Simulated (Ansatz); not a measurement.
Reactions of FH$_{3}$O$_{2}$Si, SMILES `O[SiH](O)F`.

Gas-phase electronic energies from Ansatz, PBE0-D4/def2-TZVP geometries. CBS: MP2 limit from def2 TZ/QZ plus the TZ coupled-cluster correction, frozen cores. This one scheme is used for every species. DFT in def2-TZVPP. For Br, Ge outer-core shells are correlated without core-valence functions, which leaves a few kJ/mol of doubt a bond. Scalar relativity is left out up to krypton. Each species was taken in one conformer, which may not be the lowest.

```
                                                  reaction  PBE0-D4 (kcal/mol)  MP2/CBS(def2) (kcal/mol)  ωB97X-V (kcal/mol)
  `O[SiH](O)F` + `[SH][GeH3]` → `O[SiH](F)[S][GeH3]` + H₂O                 9.4                       9.6                11.6
                  `O[SiH](O)F` + HBr → `O[SiH](O)Br` + H–F                11.4                      11.3                14.1
`O[SiH](O)F` + `CC(C)(C)CS` → `O[SiH](F)CS` + tert-butanol                33.8                      39.3                34.3
       `O[SiH](O)F` + `COC=C=N` → `CO[SiH](O)F` + `N=C=CO`                 3.2                       4.1                 3.4
```

**Question.** Give the CCSD(T)/CBS values in the same order. (An estimate is asked.)

**Answer.** The calculation gave: 10.7, 12.9, 36.5, 3.6 kcal/mol.

Largest T1 diagnostic: 0.014, for `N=C=CO`.
